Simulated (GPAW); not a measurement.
# PbSe (Pm-3m) in GPAW: equation of state with r2SCAN

Aim: the equation of state of PbSe with r2SCAN.

Program: GPAW 26.7.0. These are calculated values, not measurements. Logs are shortened: lines on timing, memory, paths and dates and some standing lists are left out, and cuts for length are marked. The log counts tension as positive stress, the text compression.

## (1) Starting point

Symmetry: Pm-3m, No. 221, cubic system. Conventional cell: a = 3.784 Å, b = 3.784 Å, c = 3.784 Å, α = 90.00°, β = 90.00°, γ = 90.00°. Pb (site symmetry m-3m) is surrounded by 8 Se at 3.28 Å. Around Se (site symmetry m-3m) lie 8 Pb at 3.28 Å.

Measurements of this composition are mostly on another form, of space group No. 225.

## (2) Equation of state, r2SCAN

The input, run.py:

```python
from ase import Atoms
from ase.eos import EquationOfState
from ase.io import Trajectory
from ase.units import GPa
from gpaw import GPAW, PW

atoms = Atoms(['Pb', 'Se'],
              cell=[[3.784322, 0.0, 0.0],
                    [0.0, 3.784322, 0.0],
                    [0.0, 0.0, 3.784322]],
              scaled_positions=[[0.0, 0.0, 0.0],
                                [0.5, 0.5, 0.5]],
              pbc=True)

traj = Trajectory('eos.traj', 'w')
volumes, energies = [], []
for x in [0.94, 0.96, 0.98, 1.0, 1.02, 1.04, 1.06]:
    a = atoms.copy()
    a.set_cell(atoms.cell * x**(1 / 3), scale_atoms=True)
    calc = GPAW(mode=PW(600),
                xc='MGGA_X_R2SCAN+MGGA_C_R2SCAN',
                kpts={'size': (7, 7, 7), 'gamma': True},
                occupations={'name': 'fermi-dirac', 'width': 0.05},
                nbands=19,
                convergence={'density': 1e-05, 'energy': 1e-05},
                maxiter=150,
                txt=f'eos-{x:.2f}.txt')
    a.calc = calc
    energies.append(a.get_potential_energy(force_consistent=True))
    volumes.append(a.get_volume())
    p = -a.get_stress()[:3].mean() / GPa
    calc.write(f'eos-{x:.2f}.gpw')
    traj.write(a)
    print(f'{x:.2f} {volumes[-1]:10.4f} A^3 {energies[-1]:14.6f} eV {p:9.3f} GPa', flush=True)

v0, e0, B = EquationOfState(volumes, energies, eos='birchmurnaghan').fit()
print(f'V0 = {v0:.4f} A^3, E0 = {e0:.6f} eV, B0 = {B / GPa:.2f} GPa')
```

Potentials or basis: GPAW PAW data sets (gpaw-data 1.2.1), pw.

Command:

```
$ OMP_NUM_THREADS=1 python run.py
```

The log of the run:

```text
__  _  _
 | _ |_)|_||  |
 |__||  | ||/\| - 26.7.0

Input parameters:
  mode=PW(ecut=600.0),
  convergence={'density': 1e-05, 'energy': 1e-05},
  kpts=MonkhorstPack(size=(7, 7, 7), gamma=True),
  maxiter=150,
  nbands=19,
  occupations=Occupations(name='fermi-dirac', width=0.05),
  xc=XC(name='MGGA_X_R2SCAN+MGGA_C_R2SCAN')

Diagonalizing LCAO Hamiltonian
Converting LCAO to pw mode
   .--------.
  /|        |
 * |        |
 | |   Se   |
 | |        |
 | .--------.
 |/        /
 Pb-------*

Atoms  # Å, Bohr magnetons
|   | symbol |        x |        y |        z |    initial magnetic moments |
|---|--------|----------|----------|----------|-----------------------------|
| 0 |     Pb | 0.000000 | 0.000000 | 0.000000 | ( 0.0000,  0.0000,  0.0000) |
| 1 |     Se | 1.866588 | 1.866588 | 1.866588 | ( 0.0000,  0.0000,  0.0000) |

Unit cell  # Å
| periodic |        x |        y |        z |  lengths |    angles |
|----------|----------|----------|----------|----------|-----------|
|      yes | 3.733176 | 0.000000 | 0.000000 | 3.733176 | 90.000000 |
|      yes | 0.000000 | 3.733176 | 0.000000 | 3.733176 | 90.000000 |
|      yes | 0.000000 | 0.000000 | 3.733176 | 3.733176 | 90.000000 |

Number of symmetries: 48
Symmetry operations  # r_c * U_cc + t_c -> r_c
|    | kind |            matrix            |
|----|------|------------------------------|
|  0 |  E   |  1, 0, 0,  0, 1, 0,  0, 0, 1 |
|  1 |  σ   |  1, 0, 0,  0, 1, 0,  0, 0,-1 |
|  2 |  σ   |  1, 0, 0,  0, 0, 1,  0, 1, 0 |
|  3 |  C4  |  1, 0, 0,  0, 0, 1,  0,-1, 0 |
|  4 |  C4  |  1, 0, 0,  0, 0,-1,  0, 1, 0 |
|  5 |  σ   |  1, 0, 0,  0, 0,-1,  0,-1, 0 |
|  6 |  σ   |  1, 0, 0,  0,-1, 0,  0, 0, 1 |
|  7 |  C2  |  1, 0, 0,  0,-1, 0,  0, 0,-1 |
|  8 |  σ   |  0, 1, 0,  1, 0, 0,  0, 0, 1 |
|  9 |  C2  |  0, 1, 0,  1, 0, 0,  0, 0,-1 |
| 10 |  C3  |  0, 1, 0,  0, 0, 1,  1, 0, 0 |
| 11 |  S6  |  0, 1, 0,  0, 0, 1, -1, 0, 0 |
| 12 |  S6  |  0, 1, 0,  0, 0,-1,  1, 0, 0 |
| 13 |  C3  |  0, 1, 0,  0, 0,-1, -1, 0, 0 |
| 14 |  C4  |  0, 1, 0, -1, 0, 0,  0, 0, 1 |
| 15 |  S4  |  0, 1, 0, -1, 0, 0,  0, 0,-1 |
| 16 |  C3  |  0, 0, 1,  1, 0, 0,  0, 1, 0 |
| 17 |  S6  |  0, 0, 1,  1, 0, 0,  0,-1, 0 |
| 18 |  σ   |  0, 0, 1,  0, 1, 0,  1, 0, 0 |
| 19 |  C4  |  0, 0, 1,  0, 1, 0, -1, 0, 0 |
| 20 |  C2  |  0, 0, 1,  0,-1, 0,  1, 0, 0 |
| 21 |  S4  |  0, 0, 1,  0,-1, 0, -1, 0, 0 |
| 22 |  S6  |  0, 0, 1, -1, 0, 0,  0, 1, 0 |
| 23 |  C3  |  0, 0, 1, -1, 0, 0,  0,-1, 0 |
| 24 |  S6  |  0, 0,-1,  1, 0, 0,  0, 1, 0 |
| 25 |  C3  |  0, 0,-1,  1, 0, 0,  0,-1, 0 |
| 26 |  C4  |  0, 0,-1,  0, 1, 0,  1, 0, 0 |
| 27 |  σ   |  0, 0,-1,  0, 1, 0, -1, 0, 0 |
| 28 |  S4  |  0, 0,-1,  0,-1, 0,  1, 0, 0 |
| 29 |  C2  |  0, 0,-1,  0,-1, 0, -1, 0, 0 |
| 30 |  C3  |  0, 0,-1, -1, 0, 0,  0, 1, 0 |
| 31 |  S6  |  0, 0,-1, -1, 0, 0,  0,-1, 0 |
| 32 |  C4  |  0,-1, 0,  1, 0, 0,  0, 0, 1 |
| 33 |  S4  |  0,-1, 0,  1, 0, 0,  0, 0,-1 |
| 34 |  S6  |  0,-1, 0,  0, 0, 1,  1, 0, 0 |
| 35 |  C3  |  0,-1, 0,  0, 0, 1, -1, 0, 0 |
| 36 |  C3  |  0,-1, 0,  0, 0,-1,  1, 0, 0 |
| 37 |  S6  |  0,-1, 0,  0, 0,-1, -1, 0, 0 |
| 38 |  σ   |  0,-1, 0, -1, 0, 0,  0, 0, 1 |
| 39 |  C2  |  0,-1, 0, -1, 0, 0,  0, 0,-1 |
| 40 |  σ   | -1, 0, 0,  0, 1, 0,  0, 0, 1 |
| 41 |  C2  | -1, 0, 0,  0, 1, 0,  0, 0,-1 |
| 42 |  C2  | -1, 0, 0,  0, 0, 1,  0, 1, 0 |
| 43 |  S4  | -1, 0, 0,  0, 0, 1,  0,-1, 0 |
| 44 |  S4  | -1, 0, 0,  0, 0,-1,  0, 1, 0 |
| 45 |  C2  | -1, 0, 0,  0, 0,-1,  0,-1, 0 |
| 46 |  C2  | -1, 0, 0,  0,-1, 0,  0, 0, 1 |
| 47 |  i   | -1, 0, 0,  0,-1, 0,  0, 0,-1 |

BZ-sampling:
  Number of BZ points: 343
  Number of IBZ points: 20

  Monkhorst-Pack size: [7, 7, 7]
  Monkhorst-Pack shift: [0, 0, 0]

K-points  # in reciprocal-cell coordinates
|     |                                coordinates |     weight |
|-----|--------------------------------------------|------------|
|   0 | (  0.00000000,   0.00000000,   0.00000000) | 0.00291545 |
|   1 | (  0.14285714,   0.00000000,   0.00000000) | 0.01749271 |
|   2 | (  0.14285714,   0.14285714,   0.00000000) | 0.03498542 |
|   3 | (  0.14285714,   0.14285714,   0.14285714) | 0.02332362 |
|   4 | (  0.28571429,   0.00000000,   0.00000000) | 0.01749271 |
|   5 | (  0.28571429,   0.14285714,   0.00000000) | 0.06997085 |
|   6 | (  0.28571429,   0.14285714,   0.14285714) | 0.06997085 |
|   7 | (  0.28571429,   0.28571429,   0.00000000) | 0.03498542 |
|   8 | (  0.28571429,   0.28571429,   0.14285714) | 0.06997085 |
|   9 | (  0.28571429,   0.28571429,   0.28571429) | 0.02332362 |
| ... |                                            |            |
|  19 | (  0.42857143,   0.42857143,   0.42857143) | 0.02332362 |

Plane wave coefficients: 1763
Cutoff: 600.0 eV

Spin-components: 1 (collinear spins)
Bands:           19
Projectors:      11
Spin-degeneracy: 2
Datatype:        complex128

Parallelization:
  kpt:    1
  domain: 1
  band:   1

Density:
  Valence electrons: 20.0
  Components: 1
  Grid points: [24 24 24]
  Charge: 0.0  # |e|

Potential:
  Grid points: [24 24 24]

species:
  Pb:
    name:    Lead
    Z:       82.0
    valence: 14
    core:    68
    charge:  0.0  # [|e|]
    compensation charges:
      type: gauss
      rc: 0.38  # [Å]
      lmax: 2
    cutoffs:
      filter: 2.36  # [Å]
      core: 2.43  # [Å]
    projectors
    | kind |    occ | energy [eV] | rcut [Å] |
    |------|--------|-------------|----------|
    |   6s |  2.000 |     -11.969 |    1.259 |
    |   6p |  2.000 |      -3.506 |    1.275 |
    |   5d | 10.000 |     -21.211 |    1.217 |
    |    s |        |      15.243 |    1.259 |
    |    p |        |      23.705 |    1.275 |
    |    d |        |       6.001 |    1.217 |

    Using partial waves for Pb as LCAO basis

  Se:
    name:    Selenium
    Z:       34.0
    valence: 6
    core:    28
    charge:  0.0  # [|e|]
    compensation charges:
      type: gauss
      rc: 0.27  # [Å]
      lmax: 2
    cutoffs:
      filter: 1.77  # [Å]
      core: 2.67  # [Å]
    projectors
    | kind |    occ | energy [eV] | rcut [Å] |
    |------|--------|-------------|----------|
    |   4s |  2.000 |     -17.277 |    0.847 |
    |   4p |  4.000 |      -6.512 |    1.005 |
    |    s |        |       9.935 |    0.847 |
    |    p |        |      20.699 |    1.005 |
    |    d |        |       0.000 |    0.847 |

    Using partial waves for Se as LCAO basis

Reference energy: -633377.995495  # eV

eigensolver:
  PPCG
  Converge bands: occupied
  niter=2

density mixing:
  MSR1-Mixer
  Pratt-step length: 0.05
  Maximum mixing coefficient: 0.75
  Old densities: 10
  SVD Regularization: 0.005
  Good broyden scale: 1.0
  Trust region scale: 1.0
  Backstep threshold: 4.0
  History deletion threshold: 6.0
  Fourier metric: weight=20.0, sigma=0.015

occupation numbers:
  Fermi-Dirac:
    width: 0.0500  # eV

poisson solver:
  ecut: 4800.0  # eV

xc functional:
  name: MGGA_X_R2SCAN+MGGA_C_R2SCAN with 2 nearest neighbor stencil

convergence criteria:
[... 6 lines left out ...]
|iter     | |      energy | eigst |  dens |
|---------|-|-------------|-------|-------|
|iter:   1| |  -37.936661 | -0.18 |       |
|iter:   2| |  -34.328913 | -1.00 | -1.20 |
|iter:   3| |-9570854.592197 | +6.28 | -1.19 |
|iter:   4| |   -0.347923 | +1.53 | +2.39 |
|iter:   5| |  -34.128508 | +1.25 | -0.35 |
|iter:   6| |  -34.015689 | -0.83 | -1.34 |
|iter:   7| |  -34.018648 | -2.20 | -1.61 |
|iter:   8| |  -34.023726 | -2.89 | -2.03 |
|iter:   9| |  -34.025681 | -3.38 | -2.48 |
|iter:  10| |  -34.025902 | -4.12 | -2.99 |
|iter:  11| |  -34.025917 | -5.83 | -3.58 |
|iter:  12| |  -34.025913c| -6.66 | -4.03 |
|iter:  13| |  -34.025915c| -7.74c| -4.56 |
|iter:  14| |  -34.025914c| -8.04c| -4.86 |
|iter:  15| |  -34.025914c| -8.72c| -5.95c|

Converged in 15 steps
Energy contributions relative to reference atoms: (reference = -633377.995495)

Energy contributions:
  Kinetic:          26.247649
  Coulomb:         -25.219390
  Zero:             -0.123657
  External:          0.000000
  Xc:              -34.925272
  Entropy:          -0.010489
  Spinorbit:         0.000000
  ----------------------------
  Free energy:     -34.031159
  Extrapolated:    -34.025914

dipole moment: (-15.742763, -15.742763, -15.742763)  # |e|*Ang

Fermi level: 6.746
Eigenvalues  # (at kpt = [0.000, 0.000, 0.000])
| band index |      eig [eV] | occ [0-2] |
|------------|---------------|-----------|
|          0 |       -10.857 |     2.000 |
|        ... |               |           |
|          2 |       -10.693 |     2.000 |
|          3 |       -10.693 |     2.000 |
|          4 |       -10.693 |     2.000 |
|          5 |        -7.182 |     2.000 |
|          6 |        -0.231 |     2.000 |
|          7 |         5.081 |     2.000 |
[... 9 lines left out ...]
|         17 |        20.334 |     0.000 |
|         18 |        20.334 |     0.000 |

No gap
No difference between direct/indirect transitions

Stress tensor  # eV/Ang^3
|         x |         y |         z |
|-----------|-----------|-----------|
| -0.007065 | -0.000000 |  0.000000 |
| -0.000000 | -0.007065 |  0.000000 |
|  0.000000 |  0.000000 | -0.007065 |

# Writing to eos-0.96.gpw (mode='')
```

stdout:

```text
0.94    50.9439 A^3     -34.019124 eV     2.310 GPa
0.96    52.0278 A^3     -34.031159 eV     1.132 GPa
0.98    53.1117 A^3     -34.035297 eV     0.075 GPa
1.00    54.1956 A^3     -34.032573 eV    -0.906 GPa
1.02    55.2795 A^3     -34.023423 eV    -1.820 GPa
1.04    56.3635 A^3     -34.008357 eV    -2.666 GPa
1.06    57.4474 A^3     -33.987768 eV    -3.440 GPa
V0 = 53.2144 A^3, E0 = -34.035381 eV, B0 = 50.50 GPa
```

eos-0.94.txt:

```text
SCF iterations
|iter     | |      energy | eigst |  dens |
|---------|-|-------------|-------|-------|
|iter:   1| |  -37.895841 | -0.14 |       |
|iter:   2| |  -34.302761 | -1.01 | -1.20 |
|iter:   3| |-8009416.614603 | +6.20 | -1.19 |
|iter:   4| |   -0.035857 | +1.55 | +2.35 |
|iter:   5| |  -34.137036 | +1.22 | -0.36 |
[... 37 lines left out ...]
|          6 |         0.090 |     2.000 |
|          7 |         5.277 |     2.000 |
[... 9 lines left out ...]
|         17 |        20.686 |     0.000 |
|         18 |        20.686 |     0.000 |

No gap
No difference between direct/indirect transitions

Stress tensor  # eV/Ang^3
|         x |         y |         z |
|-----------|-----------|-----------|
| -0.014420 |  0.000000 |  0.000000 |
|  0.000000 | -0.014420 |  0.000000 |
|  0.000000 |  0.000000 | -0.014420 |

# Writing to eos-0.94.gpw (mode='')
```

Wall time 6.4 min (1 thread of Arm Neoverse V2, shared host); peak memory 0.81 GiB.

What came out:

| Item | Value |
| --- | --- |
| Equilibrium volume | 26.61 Å³/atom (rough: see the caveat) |
| Bulk modulus | 50 GPa (rough) |

Energy against volume, from the lowest point:
```csv
volume (Å³/atom),energy (meV/atom)
25.472,8.09
26.014,2.07
26.556,0.00
27.098,1.36
27.640,5.94
28.182,13.47
28.724,23.76
```

Caveat: the points scatter about the fit; the PAW data sets were made with another functional, which shifts forces and pressure a little. Spin-orbit coupling is left out, which matters for the levels of Pb.

## (3) For comparison

An earlier run on the cell as given: functional PBE; potentials or basis GPAW PAW data sets (gpaw-data 1.2.1); cutoff 600 eV; basis pw; k mesh 7 × 7 × 7; occupations fermi-dirac, width 0.05 eV; no spin polarisation.

* Pressure: -0.4 GPa
* Band gap on the k mesh: none (metal or under the smearing width)
